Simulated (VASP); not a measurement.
A run of VASP 6.6.1 is set up as follows.

The input INCAR:

```
SYSTEM = Hf
PREC     = Accurate       ! precision mode
ENCUT    = 600            ! plane-wave cutoff, eV
EDIFF    = 1E-6           ! SCF threshold, eV
ISMEAR   = -1             ! smearing method
SIGMA    = 0.05           ! smearing width, eV
LREAL    = .FALSE.        ! projectors in reciprocal space
LASPH    = .TRUE.         ! aspherical terms in the spheres
NELM     = 60             ! most SCF steps
ALGO     = Normal         ! electronic algorithm
ISIF     = 3              ! what is computed and relaxed
LWAVE    = .FALSE.        ! write WAVECAR
LCHARG   = .FALSE.        ! write CHGCAR
IBRION   = 2              ! ionic algorithm
NSW      = 60             ! ionic steps
EDIFFG   = -0.01          ! ionic threshold
PSTRESS  = 20
```

Contents of KPOINTS:

```
regular mesh
0
G
  10 10 10
  0 0 0
```

Contents of POSCAR:

```
Hf
1.0
   -1.8050000000      1.8050000000      1.8050000000
    1.8050000000     -1.8050000000      1.8050000000
    1.8050000000      1.8050000000     -1.8050000000
Hf
1
Direct
    0.0000000000      0.0000000000      0.0000000000
```

Potentials or basis: VASP PAW LDA potentials, release 64 (Hf_pv).

The run is started by

```bash
$ cat potpaw_LDA.64/Hf_pv/POTCAR > POTCAR
$ mpirun -np 1 vasp_std > vasp.out
```

**Question.** What does it give for the space group after relaxing (to 0.05 Å)?

**Answer.** Im-3m (No. 229).

**Question.** What does it give for the band gap on the k mesh?

**Answer.** None (metal or under the smearing width).

Step by step:
```
step  energy change (eV)  largest force (eV/Å)  pressure (GPa)  volume (Å³)
   1              0.0000                0.0000          -12.62        23.52
   2              0.1290                0.0000           27.85        16.95
   3             -0.1318                0.0000            1.54        20.16
   4             -0.1311                0.0000            1.90        20.09
   5             -0.1302                0.0000            2.27        20.03
   6             -0.1313                0.0000            1.82        20.11
   7             -0.1309                0.0000            1.97        20.08
```

Caveat: the cell is relaxed towards a set pressure, so the enthalpy falls and the energy may rise. The run has no spin-orbit coupling, so splittings on Hf are missing.
